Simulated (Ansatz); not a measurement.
# V_O in SiO2 (P3_221): charge-transition levels and formation energies

Charge states of V_O in SiO2 (P3_221), set against the band edges. Model: a cell of 72 host atoms with 1 O taken out.

Program: Ansatz 0.2.0. Level of theory: place-levels on PBEsol runs: charge-transition levels and formation energies with image-charge correction and potential alignment at the atomic sites; PAW set soft_1. Results are calculated unless marked as measured.

This is a report of a sequence of runs, with most program output left out.

### 1. Set-up

The cell holds 71 atoms: 24 Si and 47 O. Cell: a = 9.896 Å, b = 9.896 Å, c = 10.882 Å, α = 90.0°, β = 90.0°, γ = 120.0°. It derives from SiO2 (space group P3_221). Nearest the centre at fractional (0.294, 0.427, 0.441): Si10 at 1.62 Å, Si20 at 1.62 Å, O16 at 2.63 Å, O24 at 2.64 Å, O6 at 2.64 Å, O26 at 2.65 Å, O4 at 2.67 Å, O14 at 2.67 Å.

Coordinates:

```xyz
71
Lattice="9.8965 0.0000 0.0000 -4.9482 8.5706 0.0000 0.0000 0.0000 10.8825" Properties=species:S:1:pos:R:3 pbc="T T T"
Si   -1.1635    2.0152    1.8137
Si    1.3106    2.2701    0.0000
Si    2.3270    0.0000    3.6275
O    -1.0939    3.1405    2.9817
O     0.3013    1.7677    1.1679
O     1.3802    1.1448    4.2733
O     2.7754    2.5176    0.6458
O     3.2668    0.6229    2.4595
Si   -1.1635    2.0152    7.2550
Si    1.3106    2.2701    5.4412
Si    2.3270    0.0000    9.0687
O    -1.0939    3.1405    8.4229
O     0.7926    3.6624   10.2367
O     0.3013    1.7677    6.6092
O     1.3802    1.1448    9.7145
O     2.7754    2.5176    6.0870
O     3.2668    0.6229    7.9008
Si   -3.6376    6.3005    1.8137
Si   -1.1635    6.5554    0.0000
Si   -0.1471    4.2853    3.6275
O    -3.5680    7.4258    2.9817
O    -1.6815    7.9477    4.7954
O    -2.1728    6.0530    1.1679
O    -1.0939    5.4301    4.2733
O     0.3013    6.8029    0.6458
O     0.7926    4.9082    2.4595
Si   -3.6376    6.3005    7.2550
Si   -1.1635    6.5554    5.4412
Si   -0.1471    4.2853    9.0687
O    -3.5680    7.4258    8.4229
O    -1.6815    7.9477   10.2367
O    -2.1728    6.0530    6.6092
O    -1.0939    5.4301    9.7145
O     0.3013    6.8029    6.0870
O     0.7926    4.9082    7.9008
Si    3.7848    2.0152    1.8137
Si    6.2589    2.2701    0.0000
Si    7.2752    0.0000    3.6275
O     3.8543    3.1405    2.9817
O     5.7409    3.6624    4.7954
O     5.2495    1.7677    1.1679
O     6.3284    1.1448    4.2733
O     7.7236    2.5176    0.6458
O     8.2150    0.6229    2.4595
Si    3.7848    2.0152    7.2550
Si    6.2589    2.2701    5.4412
Si    7.2752    0.0000    9.0687
O     3.8543    3.1405    8.4229
O     5.7409    3.6624   10.2367
O     5.2495    1.7677    6.6092
O     6.3284    1.1448    9.7145
O     7.7236    2.5176    6.0870
O     8.2150    0.6229    7.9008
Si    1.3106    6.3005    1.8137
Si    3.7848    6.5554    0.0000
Si    4.8011    4.2853    3.6275
O     1.3802    7.4258    2.9817
O     3.2668    7.9477    4.7954
O     2.7754    6.0530    1.1679
O     3.8543    5.4301    4.2733
O     5.2495    6.8029    0.6458
O     5.7409    4.9082    2.4595
Si    1.3106    6.3005    7.2550
Si    3.7848    6.5554    5.4412
Si    4.8011    4.2853    9.0687
O     1.3802    7.4258    8.4229
O     3.2668    7.9477   10.2367
O     2.7754    6.0530    6.6092
O     3.8543    5.4301    9.7145
O     5.2495    6.8029    6.0870
O     5.7409    4.9082    7.9008
```

The host's dielectric constants go in as inputs: (2.49, 2.49, 2.52) for the electrons alone, (4.63, 4.63, 4.85) with the ions, computed on the host (DFPT, PBEsol).

The cell's shortest repeat is 9.9 Å.

### 2. What was run first

A transition level is the Fermi level at which two charge states cost the same, so each charge needs its own total energy, at its own relaxed structure.

Each atom starts 0.05 Å or so off its site in a random direction. Forces are taken at one point at (¼, ¼, ¼). The cell holds 1 electron more than the neutral one, with a uniform background that keeps it neutral on the whole. The electron count is odd, so at least one spin is unpaired; this run locks the moment at 1 μB.

The sampling was tested on the host first: at the k-points planned (1x1x1 shifted 0.25 0.25 0.25) its energy lies 0.000 eV an atom from the dense-mesh value, under the bound of 0.02 eV set for this test; that bounds the host's error, not the defect's.

One of the inputs; charge, spin and start change from state to state.

Contents of qm1_M1.relax/input.yaml:

```yaml
crystal:
  lattice:
    - [4.94823701, 0.0, 0.0]
    - [-2.4741185, 4.28529895, 0.0]
    - [0.0, 0.0, 5.44124108]
  atoms:
    - { symbol: Si, position: [0.0, 0.47026278, 0.33333333] }
    - { symbol: Si, position: [0.52973722, 0.52973722, 0.0] }
    - { symbol: Si, position: [0.47026278, 0.0, 0.66666667] }
    - { symbol: O, position: [0.14535761, 0.73286517, 0.54798097] }
    - { symbol: O, position: [0.58750755, 0.85464239, 0.8813143] }
    - { symbol: O, position: [0.26713483, 0.41249245, 0.21464764] }
    - { symbol: O, position: [0.41249245, 0.26713483, 0.78535236] }
    - { symbol: O, position: [0.85464239, 0.58750755, 0.1186857] }
    - { symbol: O, position: [0.73286517, 0.14535761, 0.45201903] }
  supercell: [2, 2, 2]
  defects: [{ vacancy: 4 }]
total_charge: -1
basis:
  ecutwfc: 420
  xc_grid: 2
hamiltonian:
  xc: pbesol
  pseudopotentials: { kind: paw, azcp: { folder: soft_1 }, xc_functional: pbe }
kpoints:
  mp_grid: { grid: [1, 1, 1], shift: [0.25, 0.25, 0.25] }
magnetization:
  spin_polarized: true
  initial_magnetization: 1
  spin_locking: { lock_magnetization: hard }
scf:
  occupations: { method: fixed }
  max_iter: 100
output:
  forces: true
  charged_corrections: { epsilon: [2.49, 2.49, 2.52], static_epsilon: [4.63, 4.63, 4.85] }
relax:
  f_tol: 0.02
  max_steps: 80
  random_displacement: { amplitude: 0.05, seed: 6568 }
checkpoint:
  write: "../qm1_M1.relax.run"
  compress: false
  write_wavefunctions: true
  write_every: 100000
```

The run is started by

```sh
$ ansatz run input.yaml --threads 4 --pin off --max-ram 7536MiB --backend cpu --events-out ev --progress --plain --runs-dir out
```

The relaxed structure is kept and the sampling changed to a 2×2×2 shifted mesh.

The run of this state that the levels use, under PBEsol:

Contents of qm1_M1.point/input.yaml:

```yaml
crystal:
  checkpoint: "../qm1_M1.relax.run"
  host: checkpoint
total_charge: -1
basis:
  ecutwfc: 420
  xc_grid: 2
hamiltonian:
  xc: pbesol
  pseudopotentials: { kind: paw, azcp: { folder: soft_1 }, xc_functional: pbe }
kpoints:
  mp_grid: { grid: [2, 2, 2], shift: [0.5, 0.5, 0.5] }
magnetization:
  spin_polarized: true
  initial_magnetization: 1
  spin_locking: { lock_magnetization: hard }
scf:
  occupations: { method: fermi_dirac, width: 0.01 }
  max_iter: 100
output:
  forces: true
  eigenvalues: true
  charged_corrections:
    epsilon: [2.49, 2.49, 2.52]
    static_epsilon: [4.63, 4.63, 4.85]
    defect_position: [0.293754, 0.427321, 0.440657]
  eigenstates: { localisation: true }
  populations: true
  efg: {}
checkpoint:
  read: "../qm1_M1.relax.run"
  write: "../qm1_M1.point.run"
  compress: false
  write_wavefunctions: false
  write_every: 100000
```

Relaxations under PBEsol at one point at (¼, ¼, ¼); times on 4 threads of Arm Neoverse V1, shared host:

```csv
charge,moment (μB),occupations,outcome,steps,largest displacement against the far atoms (Å),time
−1,1,fixed,converged,18,0.60,6.8 min
0,0,fixed,converged,8,0.56,87 s
+1,1,fixed,converged,8,0.44,3.1 min
+2,0,fixed,converged,13,1.44,2.6 min
```

Single points under PBEsol at a 2×2×2 shifted mesh; times on 4 threads of Arm Neoverse V1, shared host:

```csv
charge,moment (μB),occupations,outcome,time
−1,1,fermi-dirac,converged,2.8 min
0,0,fermi-dirac,converged,78 s
+1,1,fermi-dirac,converged,2.6 min
+2,0,fermi-dirac,converged,76 s
```

Distances (Å) from the ideal centre to the nearest atoms after relaxation with PBEsol:

```csv
charge,moment (μB),1.,2.,3.,4.,5.,6.
−1,1,Si 1.23,Si 1.45,O 2.10,O 2.40,O 2.50,O 2.71
0,0,Si 1.25,Si 1.42,O 2.15,O 2.41,O 2.45,O 2.46
+1,1,Si 1.56,Si 1.66,O 2.27,O 2.49,O 2.52,O 2.57
+2,0,Si 2.25,O 2.56,O 2.69,O 2.84,O 2.91,O 2.96
```

### 3. place-levels, PBEsol

A charged cell interacts with its images and the background, and its potential has another zero than the host's. place-levels removes the first by a point-charge model, screened by the static dielectric constant since the ions have relaxed around the charge, and the second by comparing potentials at atoms far from the defect.

The host is a run of the defect-free crystal in the same cutoffs, grids and k-points, so that basis and sampling errors cancel in part in the differences. Its band edges come from a run of the primitive cell that searches the zone for them. The host is run in a cell of 18 atoms on a matching mesh. Chemical potentials are energies per atom of O (O2 molecule), run with the same functional and cutoff.

Contents of levels.point.yaml:

```yaml
host:
  run: host.point.run
  levels_from: { run: edges.point.run }
states: [qm1_M1.point.run, q0.point.run, qp1_M1.point.run, qp2.point.run]
geometry_from:
  qm1_M1.point.run: qm1_M1.relax.run
  q0.point.run: q0.relax.run
  qp1_M1.point.run: qp1_M1.relax.run
  qp2.point.run: qp2.relax.run
  host.point.run: host.relax.run
chemical_potentials:
  O:
    energy: -558.291301
    dataset: <sha256 of the dataset>
epsilon: [2.49, 2.49, 2.52]
static_epsilon: [4.63, 4.63, 4.85]
vertical:
  - { from: qm1_M1.point.run, to: qm1_M1.point_neutral.run }
  - { from: qp1_M1.point.run, to: qp1_M1.point_neutral.run }
  - { from: qp2.point.run, to: qp2.point_neutral.run }
```

The run is started by

```sh
$ ansatz place-levels levels.point.yaml -- --threads 4 --pin off --max-ram 7536MiB
```

It took 0.51 s on 4 threads of Arm Neoverse V1, shared host.

Levels between the charges placed, in eV above the valence top:

```csv
,gap (eV),(+2/+1),(+1/0),(0/−1)
PBEsol,5.72,2.61,0.42,6.23
```

Corrections by state:

```csv
charge,moment (μB),image terms and alignment (eV),band filling (eV),ε used,"over the lowest of its charge, as the program ranks them, band filling apart (eV)"
+2,0.0,0.973,-,"principal values (4.63, 4.63, 4.85)",0.000
+1,1.0,0.308,-,"principal values (4.63, 4.63, 4.85)",0.000
0,0.0,0.000,-,-,0.000
−1,1.0,0.460,-,"principal values (4.63, 4.63, 4.85)",0.000
```

The charged structures listed were also run neutral, and place-levels reads from each pair, by the potential or the spins, how wide the charge is by which they differ; that can be the carrier of either run.

```csv
charge,rms radius (Å),spread where it is widest against the cell (Å),wide from (Å),reading
+2,3.8,2.37,1.48,wide
+1,1.6,1.07,1.48,narrow
−1,2.0,1.19,1.48,narrow
```

The neutral runs of these pairs need not share the spin of the lowest neutral state, and very wide values only mean spread over the cell.

From the program's caveats on the states, each cut to its opening words:

- charge +2: it parts from the run at its places by a charge that spreads by about 2.4 Å along one vector (1.5 Å or more is wide), by its potential at epsilon [2.49, 2.49, [...]
- charge +2: its alignment with the host at atomic sites is doubtful: a part of the defect, Si at [0.1957, 0.5814, 0.2515], stands 3.00 Å off the defect's place or the [...]
- charge +2: its alignment with the host at atomic sites is doubtful: the mean over the far sites moves by +0.1142 eV from their farther parts to their nearer, more than [...]
- charge +2: the far atoms show a dipole or second moment of the defect's charge, for which the correction takes or leaves out 0.64 eV: further moments aren't read, and the [...]
- charge +1 (1 μB): its displacements don't fall off away from the defect: farther atoms stand 0.042 Å off the host's places
- charge +1 (1 μB): flagged: stability check not made
- charge 0: its displacements don't fall off away from the defect: farther atoms stand 0.055 Å off the host's places
- charge −1 (1 μB): its displacements don't fall off away from the defect: farther atoms stand 0.062 Å off the host's places

The host's formation energy from the elements is -2.850 eV per atom; it sets how far the chemical potentials can move.

Limit set by the element alone; other compounds of these elements are not counted. Chemical potentials from the elements' reference states: O 0.00 eV, Si -8.55 eV. Formation energies (O-rich), with the Fermi level at the valence top and at the conduction bottom (gap 5.72 eV):

```csv
charge,at valence top (eV),at conduction bottom (eV),correction included (eV)
+2,2.29,13.74,0.97
+1,4.91,10.63,0.31
0,5.33,5.33,0.00
−1,11.56,5.84,0.46
```

(Fermi level (eV), lowest formation energy (eV)): (0.00, 2.29), (0.52, 3.33), (1.04, 4.37), (1.56, 5.33), (2.08, 5.33), (2.60, 5.33), (3.12, 5.33), (3.64, 5.33), (4.16, 5.33), (4.68, 5.33), (5.20, 5.33), (5.72, 5.33)

Limit set by the element alone; other compounds of these elements are not counted. Chemical potentials from the elements' reference states: Si 0.00 eV, O -4.27 eV. Formation energy by charge state (Si-rich; gap 5.72 eV):

```csv
charge,at valence top (eV),at conduction bottom (eV),correction included (eV)
+2,-1.98,9.46,0.97
+1,0.63,6.35,0.31
0,1.05,1.05,0.00
−1,7.28,1.56,0.46
```

(Fermi level (eV), lowest formation energy (eV)): (0.00, -1.98), (0.52, -0.94), (1.04, 0.10), (1.56, 1.05), (2.08, 1.05), (2.60, 1.05), (3.12, 1.05), (3.64, 1.05), (4.16, 1.05), (4.68, 1.05), (5.20, 1.05), (5.72, 1.05)

### 4. The same at the relaxations' own k-points

The relaxations' own energies give the levels at their sampling, for comparison.

Contents of levels.relax_mesh.yaml:

```yaml
host:
  run: host.relax.run
  levels_from: { run: edges.relax.run }
states: [qm1_M1.relax.run, q0.relax.run, qp1_M1.relax.run, qp2.relax.run]
chemical_potentials:
  O:
    energy: -558.291301
    dataset: <sha256 of the dataset>
```

The run is started by

```sh
$ ansatz place-levels levels.relax_mesh.yaml -- --threads 4 --pin off --max-ram 7536MiB
```

Wall time 0.17 s (4 threads).

Levels between neighbouring charges, in eV above the valence top:

```csv
,gap (eV),(+2/+1),(+1/0),(0/−1)
"one point at (¼, ¼, ¼)",5.72,2.61,0.43,6.23
a 2×2×2 shifted mesh,5.72,2.61,0.42,6.23
```

Going from one point at (¼, ¼, ¼) to a 2×2×2 shifted mesh moves the levels that carry no band-filling term by up to 0.00 eV and formation energies against the elements by up to 0.00 eV.

### 5. A changed set-up

The levels are placed again with one choice changed, to see how much they rest on it.

levels.try0.yaml is levels.point.yaml with these lines changed:

```diff
-epsilon: [2.49, 2.49, 2.52]
-static_epsilon: [4.63, 4.63, 4.85]
+epsilon: 3.32
+static_epsilon: 6.25
```

The run is started by

```sh
$ ansatz place-levels levels.try0.yaml -- --threads 4 --pin off --max-ram 7536MiB
```

The change: single dielectric constants in place of the tensors, a third over their means.

Levels in eV above the valence top; the changed ones are not the defect's:

```csv
,gap (eV),(+2/+1),(+1/0),(0/−1)
changed,5.72,2.84,0.50,6.16
as set up,5.72,2.61,0.42,6.23
```

The largest shift is 0.22 eV.

### 6. Outcome

```
gap of the host                                                          : 5.72 eV (PBEsol)
level (plus 2/plus 1)                                                    : 2.61 eV above the valence top, not a change between lowest states
level (plus 1/0)                                                         : 0.42 eV above the valence top, not a change between lowest states
level (0/minus 1)                                                        : 6.23 eV above the valence top, past the conduction bottom
level (plus 2/0)                                                         : 1.52 eV above the valence top
lowest of the charges placed, just above the valence top (0.02 eV)       : +2
lowest of the charges placed, just below the conduction bottom (0.02 eV) : 0
lowest formation energy at mid-gap of the charges run, O-rich            : 5.33 eV
lowest formation energy at mid-gap of the charges run, Si-rich           : 1.05 eV
```

In words: Of the charges placed (−1, 0, +1 and +2), the lowest changes at 1.52 eV (+2/0) above the valence top, in a gap of 5.72 eV. (+2/0) passes over charge +1, which lies 1.09 eV above the two there; a lower structure or spin state of it, if missed, would change that. Charges above +2 were not placed, so these runs say nothing of levels that involve them. States placed: +2 at 0 μB; +1 at 1 μB; 0 at 0 μB; −1 at 1 μB. Other spin states or structures, where not listed, weren't placed. Going from one point at (¼, ¼, ¼) to a 2×2×2 shifted mesh moves the levels that carry no band-filling term by up to 0.00 eV and formation energies against the elements by up to 0.00 eV. The program doubts the alignment of potentials for at least one state, a sign that the cell is small. Limits: PBEsol makes the gap too small and tends to spread out bound carriers; where a gas molecule sets a chemical potential or the host's formation energy, its binding is uncorrected.

[Logs are printed without paths, hosts, clocks, repeated set-up lines and the standing remarks that a program may print on its own settings, such as how far it seeks lower states.]

[Hosts, paths, dates, database ids (printed as entryN), source tags and the programs' standing remarks are cut or masked in the printed files.]

[Where a table of states has a column of steps, it counts the stored structures, which are thinned; the runs took as many ionic steps or more.]

[A defect's name tells the site on which it was built; relaxed atoms can leave that site.]

[For some hosts the program warned that the k-mesh of the response run may be too coarse for force constants and the static dielectric constant; such warnings are not shown here.]
